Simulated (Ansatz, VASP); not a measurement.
## One calculation of PbSe, two programs

```xyz
2
Lattice="0.0680 3.4232 3.4232 3.4232 0.0680 3.4232 3.4912 3.4912 0.0000" Properties=species:S:1:pos:R:3 pbc="T T T"
Pb    0.0000    0.0000    0.0253
Se    1.7456    1.7456    1.6863
```

Change from the starting cell: shear_xy strain +4.0%.

Alike in both runs: task single point; functional r2SCAN; k mesh 6 × 6 × 6; no spin polarisation.

|  | VASP | Ansatz |
| --- | --- | --- |
| version | VASP 6.6.1 | Ansatz 0.2.0 |
| potentials or method | VASP PAW PBE potentials, release 64 (Pb_d, Se) | plane waves, PAW |
| plane-wave cutoff (eV) | 520 | 500 |
| occupations | gaussian, width 0.01 eV | fixed |
| valence electrons in the cell | 20 | 30 |

|  | VASP | Ansatz | Ansatz less VASP |
| --- | --- | --- | --- |
| gap on the k mesh at the Fermi level (eV) | 0.93 | 0.93 | +0.001 |
| pressure (GPa) | 0.0 | 0.0 | -0.01 |
| largest component of the traceless stress (GPa) | 0.27 | 0.28 | +0.005 |

The two sets of potentials don't hold the same shells in valence.

Caveats: the PAW data sets were made with another functional, which shifts forces and pressure a little (VASP); spin-orbit coupling is left out, which as a rule narrows the gap of such compounds by several tenths of an eV. A k mesh can miss the band edges.
